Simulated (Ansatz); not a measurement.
Runs of Ansatz 0.2.0 on PbS (Galena). The structure is cubic, space group Fm-3m (No. 225). Conventional cell: a = 5.931 Å, b = 5.931 Å, c = 5.931 Å, α = 90.00°, β = 90.00°, γ = 90.00°. Pb (site symmetry m-3m) has 6 S at 2.97 Å as nearest neighbours. S (site symmetry m-3m) is surrounded by 6 Pb at 2.97 Å. 

| task | level | potentials or basis | cell | cutoff (eV) | smearing | basis error allowed | gap on the mesh (eV) | pressure (GPa) | relaxed volume (Å³/atom) |
| --- | --- | --- | --- | --- | --- | --- | --- | --- | --- |
| relaxation of cell and atoms | RPBE | all-electron LAPW, scalar-relativistic | relaxed | - | fermi-dirac 0.05 eV | 0.001 eV/atom | 0.71 | 0.0 | 28.13 |
| Born charges | LDA | all-electron PAW datasets made for the crystal | as given | 290 | fixed | - | (a) | - | - |
| relaxation of cell and atoms | revPBE+D4 | all-electron LAPW, scalar-relativistic | relaxed | - | fermi-dirac 0.05 eV | 0.001 eV/atom | - | 0.0 | 26.19 |
| Born charges | PBEsol | all-electron PAW datasets made for the crystal | as given | 290 | fixed | - | (b) | - | - |

Alike in all rows: no spin polarisation; k mesh 8 × 8 × 8.

Q: Estimate the missing entries.

A: (a) 0.23; (b) 0.25.

Caveats: spin-orbit coupling is left out, which as a rule narrows the gap of such compounds by several tenths of an eV (some runs); the program warned that the printed levels may be off, so bands, gaps and densities of states are rough (some runs).

A k mesh can miss the band edges, and the runs leave out spin-orbit coupling on Pb.

The runs don't all hold the same shells in valence.

Runs at the PBE level aren't shown here.
